## How does a crystal resist being pulled apart?

Cut a metallic crystal along a plane and move the two halves apart as rigid blocks. How does the energy rise, and does the same law hold when the halves are pushed together instead? The example is Al₂Pt cut across a (111) plane, computed with the PBE functional and with every atom frozen in its block.

Al₂Pt (conventional a = 5.946 Å) opened rigidly across a (111) plane, with one cut per nine-atom cell and no relaxation. Computed with Ansatz 0.2.0: PBE, plane-wave PAW, scalar-relativistic, no spin polarisation, 420 eV cutoff, 13×13×5 k mesh, Gaussian smearing of 0.15 eV. Energies are free energies per area of the cut; positive traction resists opening.

| opening (Å) | separation energy (mJ/m²) | traction (GPa (slope of the separation energy)) |
| --- | --- | --- |
| -0.3 | 668 | -55.06 |
| -0.15 | 132 | -19.68 |
| 0 | 0 | 0.07 |
| 0.25 | 212 | 14.03 |
| 0.5 | 611 | 16.84 |
| 0.75 | 1018 | 15.33 |
| 1 | 1369 | 12.68 |
| 1.5 | 1877 | 7.85 |
| 2 | 2177 | 4.37 |
| 3 | 2410 | 0.95 |
| 4.5 | 2460 | 0.07 |
| 6 | 2465 | 0.01 |

The separation energy is the cost per area of the cut, counted from the uncut crystal. The traction is its slope, the force per area that holds the blocks at a given opening. Negative openings are closings, in which the two halves are squeezed towards each other. The uncut crystal is cubic; in every other row the displaced blocks leave a lower, trigonal symmetry.

On the opened side the energy climbs at every step and levels off near 2465 mJ/m². The traction rises to about 17 GPa at 0.5 Å and then fades. No single opened row jumps out of line. The two closed rows are different in scale: at −0.3 Å the traction is more than three times the largest value met on opening.

## A spring that fades

The simplest law for the opened side starts from a spring. For a small opening $d$ the traction $T$ grows in proportion to $d$, with a stiffness $k$. The bonding across the gap, however, depends on the overlap of the electron clouds of the two faces, and these clouds fall off roughly exponentially into the gap. The spring therefore weakens as it is stretched:

$$T = k\,d\,e^{-d/l}$$

Here $l$ is the length over which the bonding fades. Adding up the work from zero opening gives the separation energy

$$E = W\left[1-\left(1+\frac{d}{l}\right)e^{-d/l}\right],\qquad W = k\,l^2 .$$

This is the universal binding-energy relation. $W$ is the work of complete separation, and the traction peaks at $d=l$, where the gain from further stretching is just cancelled by the loss of overlap.

Fitted to the nine opened rows, the relation gives $W$ = 2460 mJ/m² and $l$ = 0.533 Å. It stays within about 20 mJ/m² of each of these rows, under one per cent of the plateau. Its peak traction agrees with the tabulated maximum, although this is no separate success, because the traction is the slope of the same energies.

## Why the opened side is smooth

A smooth curve needs a crystal that stays in one kind of state while it is opened. Here the atoms cannot move within their blocks, so no bond can snap suddenly and no surface can rearrange. The crystal remains metallic in every row, with no gap opening in its spectrum. Spin polarisation was switched off, so magnetic moments had no chance to appear. What changes is the overlap across the gap and, with it, the electron density near the two faces, and both change gradually.

## Where the pattern breaks

The test comes when the curve is continued to closed rows, which took no part in the fit. At $d$ = −0.3 Å the ratio $d/l$ is −0.3/0.533 = −0.563. The bracket becomes $1-0.437\times e^{0.563}$, or about 0.232 when the constants are not rounded, and multiplying by $W$ gives 571 mJ/m².

The calculation gives 668 mJ/m², so the relation falls short by 14 % of the computed energy. At −0.15 Å it falls short by 11 %. Both shortfalls are far larger than the last digit of the table. In absolute size, though, the miss at −0.15 Å is only 14 mJ/m², no more than the largest misses among the fitted rows. The row that clearly breaks the pattern is the one at −0.3 Å.

The shortfall does not begin abruptly at zero, however. At an opening of 0.25 Å, a row that was part of the fit, the relation is already too low by 13 of 212 mJ/m², or 6 %. From there the relative error grows steadily as the blocks approach. A sudden change of the electronic state would look different; this is a formula that becomes gradually too soft.

## One exponential doing two jobs

The reason lies in the formula itself. On opening, $e^{-d/l}$ describes how the bonding fades. On closing, the same factor exceeds one and describes how the spring stiffens. A single exponential thus has to serve for two different pieces of physics, and the nine opened rows fix its length almost entirely by the fading.

What resists closing is mainly Pauli repulsion. When the occupied shells of two atoms overlap, their electrons must remain in mutually orthogonal states, and this costs kinetic energy. The repulsion has a shorter range than the attraction, so it grows faster as atoms approach. This is standard theory of bonding; the energies in the table are totals and do not separate the two contributions.

The geometry of this cut hints at which atoms repel each other most. The plane passes between two layers of aluminium, which suggests that only Al–Al contacts are at stake. In fact Pt–Al bonds also cross the cut, and they stand exactly along the direction of motion. Every bit of closing is taken from their length in full, so that at −0.3 Å they have shrunk by 12 %.

The Al–Al contacts across the cut are slanted. Part of their length lies parallel to the plane and does not change when the blocks move, so they shorten only from 2.97 to 2.81 Å, or about 5 %. It is therefore reasonable to place much of the steepness in the upright Pt–Al bonds. The distances support this assignment, but they do not prove it.

## A curve with a steeper wall

If the formula is at fault, another smooth curve should do better on the closed rows without any new constant. The Morse curve is a natural choice:

$$E = W\left(1-e^{-d/s}\right)^2 = W\left(1-2e^{-d/s}+e^{-2d/s}\right)$$

Its middle term is an attraction with decay length $s$. Its last term is a repulsion that falls off twice as fast, so attraction and repulsion no longer share one exponential. Both ranges are still tied to the one length $s$, but the shorter range of the repulsion is now built into the formula.

Fitted to the same nine opened rows, with its own $W$ and $s$, the Morse curve describes them about as well as the first relation. At −0.3 Å it predicts 640 mJ/m² and falls short by only 4 %. Most of the apparent break has vanished with a change of formula, while the crystal is the same. The full comparison is in the output printed after this text.

Part of this improvement comes from the bottom of the well. The stiffness at zero opening is $W/l^2$ for the first relation and $2W/s^2$ for the Morse curve, which makes the Morse spring about 7 % stiffer with the fitted constants. At −0.3 Å its energy is 12 % higher, so the remainder comes from the steeper inner wall. Both formulas still lie below the computed energy there, which means that the real wall rises faster still.

The Morse curve does not win everywhere. At 3 Å it is too low by 15 mJ/m², a larger miss than that of the first relation. Its success on closing shows that a smooth two-constant curve can join most of the two sides together; it does not show that the crystal is held by Morse bonds between pairs of atoms.

## What the numbers mean for a real crystal

The plateau pays for two equal faces, so each costs about 1230 mJ/m². This holds for faces with frozen atoms on a slab of only three Al–Pt–Al layers. Letting the surface atoms settle would lower the value. The functional has its own error: PBE tends to give surface energies of metals that are too low, and it lacks the long-range dispersion attraction between the separated halves. The peak of 17 GPa is likewise the strength of a perfect crystal parted along one plane at once, whereas a real piece fails earlier, at flaws where the stress is concentrated.

## The same crystal with free atoms

The neighbouring series to compare is the same cut with the atoms allowed to relax. At small openings they would spread the imposed stretch over all the layers, and the energy would rise like that of a uniformly strained crystal. Beyond some opening it becomes cheaper to concentrate the whole stretch in one gap, and the crystal snaps into two relaxed halves. There a true break in the curve is to be expected, because the state of the crystal changes.

The rigid series has no such choice between two states. To judge a similar table for another metal, first ask whether the atoms are free to choose where the gap opens. If they are not, expect a smooth opened side as long as the electronic and magnetic state does not change, and test the universal relation on closing, where this crystal shows its largest error.

Printed output of the fit:

```
fit of separation_energy on 9 rows (opening > 0): coefficient of 1 - (1 + opening/s)*exp(-opening/s) 2460 +/- 5.9, s 0.5333; rms 11.4, worst 1.5 20, leave-one-out rms 13.8
  rows outside the fit (model, value, miss): -0.3 571.2, 668, -96.8; -0.15 117.6, 132, -14.4; 0.0 0, 0, 0
fit of separation_energy on 9 rows (opening > 0): coefficient of (1 - exp(-opening/s))**2 2476 +/- 4.1, s 0.73; rms 7.98, worst 3.0 -14.8, leave-one-out rms 10.6
  rows outside the fit (model, value, miss): -0.3 639.6, 668, -28.4; -0.15 128.8, 132, -3.17; 0.0 0, 0, 0
Curves against the calculation (energy misses in mJ/m2, tractions in GPa, distances across the cut in A):
    row  universal_miss  Morse_miss  universal_traction  Morse_traction   PtAl   AlAl
   -0.3           -96.8      -28.41              -45.54             -52  2.275   2.81
  -0.15          -14.37      -3.168              -17.19             -19  2.425  2.889
    0.0               0           0                   0               0  2.575  2.973
   0.25          -13.01      -3.807               13.53           13.97  2.825  3.124
    0.5          -17.41      -2.211               16.94           16.96  3.075  3.287
   0.75          -8.463       2.649                15.9           15.59  3.325  3.461
    1.0           6.591       8.319               13.26           12.86  3.575  3.643
    1.5           20.03       5.071               7.792           7.577  4.075   4.03
    2.0           8.503      -10.65               4.068           4.098  4.575  4.439
    3.0           -8.44      -14.78              0.9359           1.095  5.575  5.305
    4.5          -4.683       5.433              0.0843          0.1423  7.075  6.674
    6.0          -5.046       9.502            0.006751         0.01827  8.575   8.09
Universal curve at -0.3 A, miss in % of the computed energy: -14.49
Morse curve at -0.3 A, miss in % of the computed energy: -4.253
Universal curve at -0.15 A, miss in % of the computed energy: -10.89
Morse curve at -0.15 A, miss in % of the computed energy: -2.4
Peak traction of the universal curve, W/(e l), in GPa: 16.97
Peak traction of the Morse curve in GPa: 16.96
Opening at the Morse peak in A: 0.506
Plateau energy for one face in mJ/m2: 1232
Shortening of the Pt-Al bond across the cut at -0.3 A in %: 11.65
Size of the traction at -0.3 A over the largest opening traction: 3.27
```
